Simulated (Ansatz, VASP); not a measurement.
**AlCo in VASP and in Ansatz**

```xyz
2
Lattice="2.7660 0.0000 0.0000 0.0000 2.7660 0.0000 0.0000 0.0000 2.7660" Properties=species:S:1:pos:R:3 pbc="T T T"
Al    0.0000    0.0000    0.0000
Co    1.3830    1.3830    1.3830
```

Alike in both runs: functional PBE; k mesh 14 × 14 × 14; occupations gaussian, width 0.1 eV; no spin polarisation.

Ansatz relaxed the structure, and its values are those at the end. VASP's run is a single point on that final structure, the one shown.

|  | VASP | Ansatz |
| --- | --- | --- |
| version | VASP 6.6.1 | Ansatz 0.2.0 |
| potentials or method | VASP PAW PBE potentials, release 64 (Al, Co) | scalar-relativistic, plane waves, PAW |
| plane-wave cutoff (eV) | 520 | 420 |
| valence electrons in the cell | 12 | 20 |

VASP gave:

* gap on the k mesh at the Fermi level (eV): none
* pressure (GPa): 19.9

Question: What did Ansatz give for the same quantities?

Answer: gap on the k mesh at the Fermi level (eV): none; pressure (GPa): 20.0.

A gap of «none» marks a metal or a gap that the smearing closes. The two sets of potentials don't hold the same shells in valence.

Caveats: so large a pressure means that the cell lies far from this level's equilibrium, or that cutoff or potentials fall short (VASP). Spin polarisation is off, so any magnetic state and its effect on volume and gap are missing.
